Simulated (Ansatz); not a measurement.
# Be27H: the cost of one run

Method: DFT r2SCAN, plane waves, PAW, scalar-relativistic, no spin polarisation, in Ansatz 0.2.0.

### 1 The starting structure

The cell holds 28 atoms (Be27H): a = 6.870 Å, b = 6.870 Å, c = 15.588 Å, α = 90.00°, β = 90.00°, γ = 60.00°.

The coordinates stand in the first input below.

### 2 Preparing the start

File input.yaml:

```yaml
accuracy: low
crystal:
  lattice:
    - [6.87, 0.0, 0.0]
    - [3.435, 5.949595, 0.0]
    - [0.0, 0.0, 15.58843]
  atoms:
    - { symbol: Be, position: [0.0, 0.0, 0.0641501] }
    - { symbol: Be, position: [0.3333333, 0.0, 0.0641501] }
    - { symbol: Be, position: [0.6666667, 0.0, 0.0641501] }
    - { symbol: Be, position: [0.0, 0.3333333, 0.0641501] }
    - { symbol: Be, position: [0.3333333, 0.3333333, 0.0641501] }
    - { symbol: Be, position: [0.6666667, 0.3333333, 0.0641501] }
    - { symbol: Be, position: [0.0, 0.6666667, 0.0641501] }
    - { symbol: Be, position: [0.3333333, 0.6666667, 0.0641501] }
    - { symbol: Be, position: [0.6666667, 0.6666667, 0.0641501] }
    - { symbol: Be, position: [-0.1111111, 0.2222222, 0.1792493] }
    - { symbol: Be, position: [0.2222222, 0.2222222, 0.1792493] }
    - { symbol: Be, position: [0.5555556, 0.2222222, 0.1792493] }
    - { symbol: Be, position: [-0.1111111, 0.5555556, 0.1792493] }
    - { symbol: Be, position: [0.2222222, 0.5555556, 0.1792493] }
    - { symbol: Be, position: [0.5555556, 0.5555556, 0.1792493] }
    - { symbol: Be, position: [-0.1111111, 0.8888889, 0.1792493] }
    - { symbol: Be, position: [0.2222222, 0.8888889, 0.1792493] }
    - { symbol: Be, position: [0.5555556, 0.8888889, 0.1792493] }
    - { symbol: Be, position: [0.0, 0.0, 0.2943484] }
    - { symbol: Be, position: [0.3333333, 0.0, 0.2943484] }
    - { symbol: Be, position: [0.6666667, 0.0, 0.2943484] }
    - { symbol: Be, position: [0.0, 0.3333333, 0.2943484] }
    - { symbol: Be, position: [0.3333333, 0.3333333, 0.2943484] }
    - { symbol: Be, position: [0.6666667, 0.3333333, 0.2943484] }
    - { symbol: Be, position: [0.0, 0.6666667, 0.2943484] }
    - { symbol: Be, position: [0.3333333, 0.6666667, 0.2943484] }
    - { symbol: Be, position: [0.6666667, 0.6666667, 0.2943484] }
    - { symbol: H, position: [0.3110541, 0.338227, 0.3764606] }
basis:
  ecutwfc: 500.0
kpoints:
  mp_grid: { grid: [2, 2, 1] }
hamiltonian:
  xc: r2scan
scf:
  occupations: { method: fermi_dirac, width: 0.05 }
  lower_state_search: "off"
relax:
  f_tol: 0.08
  max_steps: 25
  adjacent_minimum: "off"
  constraints: [{ sites: [0, 1, 2, 3, 4, 5, 6, 7, 8] }]
output:
  write_density: true
  write_potential: true
  elf: true
  volumetric_format: npy
```

Launch:

```sh
ansatz run input.yaml --threads 1 --pin off --max-ram 3072MiB --backend cpu --events-out ev --progress --plain --runs-dir out
```

What time and memory should one allow on 1 thread of Intel Xeon Platinum 8259CL at 2.50GHz (Skylake/Cascade Lake), shared host?

About 6.8 min, with a peak of 1.5 GiB.
